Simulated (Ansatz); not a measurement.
# What strain does to BN (P6_3mc)

BN (started from an entry of an open crystallographic database), relaxed with r2SCAN in Ansatz 0.2.0. It is hexagonal, P6_3mc (No. 186); conventional cell a = 2.544 Å, c = 4.208 Å, 5.90 Å³ an atom. B has 4 N at 1.56–1.58 Å; N has 4 B at 1.56–1.58 Å.

The axes x, y and z are those of this cell:
```xyz
4
Lattice="2.5439 0.0000 0.0000 -1.2720 2.2031 0.0000 0.0000 0.0000 4.2078" Properties=species:S:1:pos:R:3 pbc="T T T"
B     1.2720    0.7344    0.0009
B     0.0000    1.4687    2.1048
N     1.2720    0.7344    1.5771
N     0.0000    1.4687    3.6810
```

Unstrained: With PBE the valence top lies at Γ and the conduction bottom at K, 5.207 eV higher; the smallest vertical gap, at Γ–M (0.20 of the way from Γ), is 8.298 eV. With r2SCAN the valence top lies at Γ and the conduction bottom at K, 5.752 eV higher; the smallest vertical gap, at Γ–M (0.20 of the way from Γ), is 9.001 eV. HSE06 gives an indirect gap of 6.530 eV, from Γ to K; the least direct gap is 9.956 eV at Γ–M (0.22 of the way from Γ). Meshes: PBE 12×12×6, r2SCAN 12×12×6, HSE06 9×9×4. Strains are changes of length per length. After each strain the atoms were relaxed again with r2SCAN within the symmetry that the strain leaves, so tilts or polar shifts that break it weren't tested; points keep the names that they have in the unstrained zone. No spin polarisation and no zero-point or thermal motion.

Changes of the least gap in eV (an overlap counts as a negative gap):

| strain | volume change (%) | space group | PBE | r2SCAN | HSE06 | energy rise, r2SCAN (meV/atom) |
| --- | --- | --- | --- | --- | --- | --- |
| uniaxial -5.21 % along z | -5.2 | P6_3mc | +0.233 | +0.260 | +0.240 | 60.0 |
| isotropic -5.91 % on every length | -16.7 | P6_3mc | -0.455 | -0.413 | -0.432 | 265.7 |
| uniaxial -4.95 % along y | -5.0 | Cmc2_1 | -0.463 | -0.459 | -0.450 | 48.2 |
| uniaxial -3.24 % along x | -3.2 | Cmc2_1 | -0.301 | -0.298 | -0.292 | 20.3 |

Uniaxial -5.21 % along z, other directions held. HSE06: the gap goes from 6.530 to 6.770 eV (+0.240 eV); with r2SCAN the top three valence levels at Γ, grouped 2+1 from the top over 271 meV, become 2+1 over 37 meV. Stress change with r2SCAN, compression positive: xx +4.04, yy +4.04, zz +66.18 GPa.

Isotropic -5.91 % on every length. HSE06: the gap goes from 6.530 to 6.098 eV (-0.432 eV); with r2SCAN the top three valence levels at Γ, grouped 2+1 from the top over 271 meV, become 2+1 over 428 meV. Stress change with r2SCAN, compression positive: xx +98.65, yy +98.65, zz +101.25 GPa. For HSE06, dE_g/d ln V = 2.4 eV over this step.

Uniaxial -4.95 % along y, other directions held. HSE06: the gap goes from 6.530 to 6.080 eV (-0.450 eV); the edges go from Γ → K to Γ → (0.323, 0.339, 0); with r2SCAN the top three valence levels at Γ, grouped 2+1 from the top over 271 meV, become 1+1+1 over 688 meV. Stress change with r2SCAN, compression positive: xx +8.95, yy +55.16, zz +2.93 GPa.

Uniaxial -3.24 % along x, other directions held. HSE06: the gap goes from 6.530 to 6.238 eV (-0.292 eV); the edges go from Γ → K to Γ → (0.339, 0.331, 0); with r2SCAN the top three valence levels at Γ, grouped 2+1 from the top over 271 meV, become 1+1+1 over 542 meV. Stress change with r2SCAN, compression positive: xx +35.19, yy +4.69, zz +1.93 GPa.

Where an edge lies off the special points, it is a point of the mesh or the k point where a search put PBE's edge or least direct gap, reused for the other functionals, whose own edges may lie a little apart.

Coordinates of k points refer to the reciprocal vectors of the primitive cell of the runs.

The meshes of the hybrids are coarse, so their gaps aren't converged to the digits shown.

The splittings at Γ are without spin-orbit coupling, which regroups them where it is of like size or larger.
